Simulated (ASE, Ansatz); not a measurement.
## Random fcc (V, Cr, Ni, Fe, Pd) solid solution (108 atoms): geometry optimisation

Wanted: the relaxed structure of random fcc (V, Cr, Ni, Fe, Pd) solid solution (108 atoms) and its electronic structure.

Method: Kohn-Sham DFT, PBE, PAW (set soft_2), plane waves, in Ansatz 0.2.0.

In doubt: warnings of the run leave room for a lower electronic state (in some of the runs), so energies may not be the lowest and differences between runs may mislead.

### Step 1. The structure

The cell holds 108 atoms: 22 Fe, 22 Pd, 22 Cr, 22 Ni and 20 V. Cell: a = 11.100 Å, b = 11.100 Å, c = 11.100 Å, α = 90.0°, β = 90.0°, γ = 90.0°. It derives from V and Ni, Cr, Fe and Pd. Fcc lattice (a = 3.7 Å, the mean of the end members), 3 x 3 x 3 cells, metal sites filled at random with 20 V, 22 Cr, 22 Ni, 22 Fe, 22 Pd; not relaxed, displaced by a Gaussian of 0.02 Å.

Limits known from the start: The host structure and its lattice constant were typed by rule, without a check against the phase diagram.

### Step 2. Relaxation

With the cell held, the atoms are moved downhill towards a nearby minimum.

input.yaml

```yaml
crystal:
  lattice:
    - [11.1, 0.0, 0.0]
    - [0.0, 11.1, 0.0]
    - [0.0, 0.0, 11.1]
  atoms:
    - { symbol: Fe, position: [0.00127, 0.9986, 0.00109], spin: 2.3 }
    - { symbol: Pd, position: [0.99785, 0.16701, 0.16851] }
    - { symbol: Cr, position: [0.1657, 0.00165, 0.16642], spin: 1.0 }
    - { symbol: Ni, position: [0.16831, 0.16665, 0.00197], spin: 0.7 }
    [... 98 atom lines left out ...]
    - { symbol: Fe, position: [0.8351, 0.6658, 0.49848], spin: 2.3 }
    - { symbol: Pd, position: [0.83583, 0.83079, 0.33331] }
    - { symbol: Fe, position: [0.66709, 0.67008, 0.6677], spin: 2.3 }
    - { symbol: V, position: [0.6641, 0.83288, 0.83505] }
    - { symbol: Ni, position: [0.83236, 0.66844, 0.83471], spin: 0.7 }
    - { symbol: Ni, position: [0.83479, 0.83523, 0.66633], spin: 0.7 }
magnetization:
  spin_polarized: true
kpoints:
  mp_grid: { grid: [2, 2, 2] }
hamiltonian:
  xc: pbe
scf:
  occupations: { method: fermi_dirac, width: 0.1 }
output:
  forces: true
relax:
  f_tol: 0.03
  max_steps: 49
```

Started as:

```console
ansatz run input.yaml --threads 32 --pin off --max-ram 143360MiB --backend cuda --events-out ev --progress --plain --runs-dir out
```

The job ended after 5.4 min (1 × NVIDIA GB200 with 32 threads of Arm Neoverse V2, shared host; peak memory 36 GiB).

That memory is the host's; the program planned up to 70.3 GiB on the GPU. Forces of this run were stored rounded, and per-atom blocks of the log weren't kept.

The program notes that starting moments were not kept. Further notices: minimisation begun.

The steps of the relaxation:

| step | energy less that of the first step (eV) | largest force component (eV/Å) |
| --- | --- | --- |
| 1 | 0.0000 | 1.3288 |
| 2 | -2.5826 | 0.7270 |
| 3 | -3.7855 | 0.3650 |
| 4 | -4.0054 | 0.3078 |
| 5 | -4.1404 | 0.1547 |
| 6 | -4.1632 | 0.3369 |
| 7 | -4.2054 | 0.0480 |
| 8 | -4.2116 | 0.0600 |
| 9 | -4.2141 | 0.0124 |

The atoms that moved most (Å):

| atom | dx | dy | dz | length |
| --- | --- | --- | --- | --- |
| V47 | -0.270 | 0.240 | -0.220 | 0.423 |
| Cr38 | -0.225 | -0.060 | 0.352 | 0.422 |
| V21 | 0.073 | 0.337 | 0.020 | 0.346 |
| Cr73 | -0.043 | 0.151 | -0.286 | 0.326 |
| V42 | -0.121 | -0.060 | -0.267 | 0.299 |
| V33 | 0.063 | -0.250 | 0.140 | 0.293 |
| V60 | 0.024 | -0.268 | 0.007 | 0.269 |
| V94 | -0.012 | -0.037 | 0.257 | 0.260 |

The relaxation changed the energy by -39.0 meV/atom, and atoms moved by 0.16 Å r.m.s., 0.42 Å at most.

### Step 3. Distances and neighbours after relaxation

Density 8.53 g/cm³, 12.66 Å³ an atom.

Pair distribution functions g(r), in bins of 0.2 Å:

| r (Å) | total | Cr-Cr | Cr-Fe | Cr-Ni | Cr-Pd | Cr-V | Fe-Fe |
| --- | --- | --- | --- | --- | --- | --- | --- |
| 2.30 | 0.14 | 1.23 | 0.40 | 0.00 | 0.00 | 0.00 | 0.00 |
| 2.50 | 3.68 | 4.28 | 4.60 | 5.80 | 2.06 | 4.33 | 5.27 |
| 2.70 | 4.75 | 2.83 | 4.24 | 3.00 | 6.02 | 3.57 | 1.60 |
| 2.90 | 0.25 | 0.26 | 0.13 | 0.14 | 0.69 | 0.74 | 0.28 |
| 3.10 | 0.04 | 0.25 | 0.00 | 0.00 | 0.00 | 0.13 | 0.00 |
| 3.30 | 0.04 | 0.00 | 0.00 | 0.00 | 0.10 | 0.22 | 0.00 |
| 3.50 | 0.47 | 0.55 | 0.37 | 0.46 | 0.36 | 0.81 | 0.18 |
| 3.70 | 1.22 | 1.48 | 0.82 | 1.25 | 1.29 | 0.46 | 1.80 |
| 3.90 | 0.42 | 0.61 | 0.37 | 0.52 | 0.45 | 0.49 | 0.15 |
| 4.10 | 0.10 | 0.27 | 0.00 | 0.07 | 0.20 | 0.29 | 0.00 |
| 4.30 | 0.73 | 0.60 | 0.89 | 0.95 | 0.71 | 1.27 | 0.47 |
| 4.50 | 3.47 | 1.56 | 3.44 | 4.04 | 3.60 | 2.91 | 4.42 |
| 4.70 | 1.54 | 1.74 | 1.44 | 1.35 | 2.21 | 1.37 | 1.45 |
| 4.90 | 0.15 | 0.29 | 0.28 | 0.14 | 0.09 | 0.31 | 0.00 |
| 5.10 | 0.86 | 0.78 | 1.24 | 0.94 | 1.03 | 0.47 | 0.69 |
| 5.30 | 1.12 | 0.81 | 0.89 | 1.04 | 1.29 | 0.83 | 1.13 |
| 5.50 | 0.33 | 0.74 | 0.37 | 0.33 | 0.41 | 0.82 | 0.00 |
| 5.70 | 1.12 | 1.23 | 1.13 | 0.93 | 1.24 | 1.05 | 0.89 |
| 5.90 | 1.78 | 1.88 | 1.81 | 1.92 | 1.36 | 1.18 | 2.21 |
| 6.10 | 0.45 | 0.61 | 0.52 | 0.42 | 0.58 | 0.50 | 0.18 |
| 6.30 | 0.48 | 0.22 | 0.62 | 0.45 | 0.48 | 0.59 | 0.45 |
| 6.50 | 0.52 | 0.27 | 0.43 | 0.54 | 0.48 | 0.68 | 0.54 |
| 6.70 | 0.90 | 1.29 | 1.06 | 1.07 | 0.79 | 1.29 | 0.79 |
| 6.90 | 2.82 | 2.04 | 2.91 | 2.62 | 2.24 | 2.55 | 3.30 |
| 7.10 | 1.29 | 1.57 | 1.27 | 1.26 | 1.42 | 1.75 | 0.86 |
| 7.30 | 0.33 | 0.34 | 0.27 | 0.34 | 0.44 | 0.35 | 0.29 |
| 7.50 | 0.31 | 0.56 | 0.22 | 0.36 | 0.32 | 0.33 | 0.32 |
| 7.70 | 1.05 | 1.29 | 0.88 | 1.15 | 1.04 | 1.02 | 1.16 |

Neighbours by pair of elements; one cutoff, the widest of the pairs' first minima of g(r), serves all pairs of this metal (cutoffs were set anew for this text, so counts can differ from the run's own analysis):

| pair A-B | cutoff (Å) | bonds | mean length (Å) | spread (Å) | shortest (Å) | B about A | A about B |
| --- | --- | --- | --- | --- | --- | --- | --- |
| Cr-Cr | 3.18 | 26 | 2.58 | 0.158 | 2.32 | 2.36 | 2.36 |
| Cr-Fe | 3.18 | 56 | 2.60 | 0.106 | 2.39 | 2.54 | 2.54 |
| Cr-Ni | 3.18 | 53 | 2.59 | 0.089 | 2.45 | 2.41 | 2.41 |
| Cr-Pd | 3.18 | 55 | 2.66 | 0.081 | 2.52 | 2.5 | 2.5 |
| Cr-V | 3.18 | 49 | 2.64 | 0.15 | 2.4 | 2.23 | 2.45 |
| Fe-Fe | 3.18 | 21 | 2.57 | 0.081 | 2.47 | 1.91 | 1.91 |
| Fe-Ni | 3.18 | 58 | 2.58 | 0.067 | 2.46 | 2.64 | 2.64 |
| Fe-Pd | 3.18 | 56 | 2.66 | 0.06 | 2.55 | 2.54 | 2.54 |
| Fe-V | 3.18 | 52 | 2.59 | 0.132 | 2.33 | 2.36 | 2.6 |
| Ni-Ni | 3.18 | 26 | 2.59 | 0.066 | 2.46 | 2.36 | 2.36 |
| Ni-Pd | 3.18 | 57 | 2.64 | 0.051 | 2.54 | 2.59 | 2.59 |
| Ni-V | 3.18 | 44 | 2.60 | 0.089 | 2.45 | 2 | 2.2 |
| Pd-Pd | 3.18 | 23 | 2.69 | 0.041 | 2.62 | 2.09 | 2.09 |
| Pd-V | 3.18 | 50 | 2.65 | 0.064 | 2.55 | 2.27 | 2.5 |
| V-V | 3.18 | 24 | 2.73 | 0.15 | 2.50 | 2.4 | 2.4 |

How many atoms have how many bonded neighbours:

| element | mean | 12 | 13 |
| --- | --- | --- | --- |
| Cr | 12.0 | 21 | 1 |
| Fe | 12 | 22 | 0 |
| Ni | 12 | 22 | 0 |
| Pd | 12 | 22 | 0 |
| V | 12.2 | 17 | 3 |

Bond length by coordination (bonds to H left out):

| element | coordination | atoms | mean bond length (Å) |
| --- | --- | --- | --- |
| Cr | 12 | 21 | 2.61 |
| Cr | 13 | 1 | 2.69 |
| V | 12 | 17 | 2.64 |
| V | 13 | 3 | 2.67 |

For some of the pairs, g(r) has its first main peak near 2.55 Å (Cr-Cr), 2.61 Å (Cr-Fe), 2.56 Å (Cr-Ni), 2.64 Å (Cr-Pd), 2.54 Å (Cr-V) and 2.56 Å (Fe-Fe). With the cutoffs above, 95 % of Cr atoms have 12, all Fe atoms have 12, all Ni atoms have 12 and all Pd atoms have 12 bonded neighbours.

### Step 4. Single point at the relaxed geometry

The electronic structure is read at the final geometry, in a run of its own.

input.yaml

```yaml
crystal:
  lattice:
    - [11.1, 0.0, 0.0]
    - [0.0, 11.1, 0.0]
    - [0.0, 0.0, 11.1]
  atoms:
    - { symbol: Fe, position: [0.00441, 0.9926, 0.00553], spin: 2.3 }
    - { symbol: Pd, position: [0.99294, 0.1697, 0.17248] }
    - { symbol: Cr, position: [0.15776, 0.99667, 0.16835], spin: 1.0 }
    - { symbol: Ni, position: [0.16066, 0.17249, 0.00382], spin: 0.7 }
    [... 98 atom lines left out ...]
    - { symbol: Fe, position: [0.83641, 0.66118, 0.50386], spin: 2.3 }
    - { symbol: Pd, position: [0.83614, 0.82154, 0.33154] }
    - { symbol: Fe, position: [0.66846, 0.66283, 0.66914], spin: 2.3 }
    - { symbol: V, position: [0.67018, 0.82197, 0.81923] }
    - { symbol: Ni, position: [0.82901, 0.6569, 0.83153], spin: 0.7 }
    - { symbol: Ni, position: [0.8315, 0.8226, 0.66901], spin: 0.7 }
magnetization:
  spin_polarized: true
kpoints:
  mp_grid: { grid: [2, 2, 2] }
hamiltonian:
  xc: pbe
scf:
  occupations: { method: fermi_dirac, width: 0.1 }
output:
  forces: true
  stress: true
  populations: intrinsic
  dos:
    method: { smearing: { sigma: 0.1 } }
    de: 0.1
    projected: { site_lists: { Cr: [Cr], Fe: [Fe], Ni: [Ni], Pd: [Pd], V: [V] } }
  eigenvalues: true
  write_density: true
  write_potential: true
  volumetric_format: npy
```

Run time: 3.5 min. Hardware: 1 × NVIDIA GB200 with 32 threads; peak memory 36 GiB.

That memory is the host's; the program planned up to 62.2 GiB on the GPU.

The program notes that the stability of the SCF solution was not settled.

Numbers from this run:

```
free energy                             : -513004.1670 eV
free energy per atom                    : -4750.0386 eV/atom
SCF cycles                              : 77
pressure                                : -0.3124 GPa
r.m.s. force component                  : 0.00398 eV/Å
longest force                           : 0.01649 eV/Å
Fermi energy                            : 18.39 eV
levels partly filled by over 2 per cent : 795
total moment                            : 33.51 μB
absolute moment                         : 92.76 μB
```

Intrinsic-atomic-orbital charges by element and coordination:

| element | coordination | atoms | mean charge (e) | spread | least | most |
| --- | --- | --- | --- | --- | --- | --- |
| Cr | all | 22 | -0.127 | 0.0579 | -0.242 | -0.001 |
| Cr | 12 | 21 | -0.128 | 0.059 | -0.242 | -0.001 |
| Cr | 13 | 1 | -0.103 | - | -0.103 | -0.103 |
| Fe | all | 22 | 0.0987 | 0.0692 | -0.0297 | 0.257 |
| Ni | all | 22 | 0.107 | 0.0268 | 0.0665 | 0.173 |
| Pd | all | 22 | -0.200 | 0.0373 | -0.284 | -0.124 |
| V | all | 20 | 0.133 | 0.0344 | 0.0539 | 0.209 |
| V | 12 | 17 | 0.133 | 0.0363 | 0.0539 | 0.209 |
| V | 13 | 3 | 0.131 | 0.0204 | 0.102 | 0.148 |

Charge against the make-up of the first shell:

| Pd neighbours of Fe | atoms | mean charge (e) |
| --- | --- | --- |
| 1 | 7 | 0.033 |
| 2 | 5 | 0.079 |
| 3 | 4 | 0.108 |
| 4 | 4 | 0.167 |
| 5 | 1 | 0.189 |
| 6 | 1 | 0.257 |

Magnetic moments by element and coordination:

| element | coordination | atoms | mean moment (μB) | spread | least | most |
| --- | --- | --- | --- | --- | --- | --- |
| Cr | all | 22 | -0.216 | 1.37 | -2.36 | 2.38 |
| Cr | 12 | 21 | -0.178 | 1.39 | -2.36 | 2.38 |
| Cr | 13 | 1 | -1.01 | - | -1.01 | -1.01 |
| Fe | all | 22 | 1.99 | 0.404 | 1.10 | 2.65 |
| Ni | all | 22 | 0.178 | 0.0923 | 0.029 | 0.339 |
| Pd | all | 22 | 0.0489 | 0.0308 | 0.0015 | 0.107 |
| V | all | 20 | -0.383 | 0.282 | -0.797 | 0.378 |
| V | 12 | 17 | -0.403 | 0.299 | -0.797 | 0.378 |
| V | 13 | 3 | -0.268 | 0.102 | -0.360 | -0.125 |

States in the cell by windows of 1 eV, zero at the Fermi level; some projections on atomic orbitals stand beside the total:

| from (eV) | to (eV) | total up | total down | Fe d | Cr d |
| --- | --- | --- | --- | --- | --- |
| -18 | -9 | 0.0 | 0.0 | 0.0 | 0.0 |
| -9 | -8 | 0.1 | 0.1 | 0.0 | 0.0 |
| -8 | -7 | 2.9 | 2.9 | 0.0 | 0.0 |
| -7 | -6 | 6.8 | 6.8 | 0.1 | 0.2 |
| -6 | -5 | 25.2 | 21.6 | 2.3 | 2.4 |
| -5 | -4 | 66.7 | 62.6 | 11.3 | 8.9 |
| -4 | -3 | 71.1 | 57.1 | 24.0 | 14.9 |
| -3 | -2 | 94.0 | 76.8 | 38.7 | 21.8 |
| -2 | -1 | 104.4 | 97.4 | 42.8 | 31.0 |
| -1 | 0 | 69.0 | 81.1 | 32.0 | 34.5 |
| 0 | 1 | 54.9 | 73.4 | 29.7 | 33.9 |
| 1 | 2 | 65.7 | 78.3 | 26.4 | 45.4 |

The stored curve holds about 847 of the 1712 electrons; the rest, give or take the few that broadening carries across the Fermi level, lie in deeper levels below its range.

Not all projections were asked for or kept, so they needn't add up to the total.

The levels nearest the highest filled one (over half full), pooled over k-points and spins:

| level less the highest filled one (eV) | occupation |
| --- | --- |
| -0.0064 | 0.519 |
| -0.0044 | 0.514 |
| -0.0033 | 0.511 |
| -0.0016 | 0.507 |
| -0.001 | 0.506 |
| 0 | 0.503 |
| 0.0016 | 0.499 |
| 0.0033 | 0.495 |
| 0.0037 | 0.494 |
| 0.0038 | 0.494 |
| 0.0048 | 0.491 |
| 0.0063 | 0.487 |

Mean intrinsic-atomic-orbital charges: Cr -0.13, Fe +0.10, Ni +0.11, Pd -0.20, V +0.13 e. Among metals such projection charges depend strongly on the orbitals used and are no measure of ionicity. The charge on Fe changes by +0.043 e for each Pd neighbour that takes the place of another kind, on average. The cell holds a total moment of 33.5 μB, from site moments of up to 2.6 μB that point both ways; no search proves this magnetic order the lowest.

### Step 5. Summary of results

```
energy change in the relaxation : -39.02 meV/atom
r.m.s. displacement             : 0.157 Å
largest displacement            : 0.423 Å
free energy per atom            : -4750.0386 eV/atom
density                         : 8.528 g/cm³
pressure                        : -0.3124 GPa
r.m.s. force component          : 0.00398 eV/Å
wall time of the 2 DFT runs     : 8.9 min
```

In words: Relaxation lowers the energy by 39.0 meV/atom and moves atoms by 0.16 Å r.m.s. By the final cutoffs 0 of 648 bonded pairs parted and 2 joined. From the first step to the last the energy fell by 4.214 eV, and the largest move was 0.42 Å (V47, with 1 other atom within 2 % of it). With the cutoffs above, 95 % of Cr atoms have 12, all Fe atoms have 12, all Ni atoms have 12 and all Pd atoms have 12 bonded neighbours. 795 levels are partly filled, by over 2 % (on the run's k-points), as in a metal. The cell holds a total moment of 33.5 μB, from site moments of up to 2.6 μB that point both ways; no search proves this magnetic order the lowest.

What to keep in mind: The run was spin polarised, started with 66 parallel moments, ending at 33.5 μB in the cell; that starting order needn't be the real material's, and it bears on forces, charges and levels.

[Logs are printed without paths, hosts, clocks, repeated set-up lines and the standing remarks that a program may print on its own settings, such as how far it seeks lower states.]

[Hosts, paths, dates, database ids (printed as entryN), source tags and the programs' standing remarks are cut or masked in the printed files.]
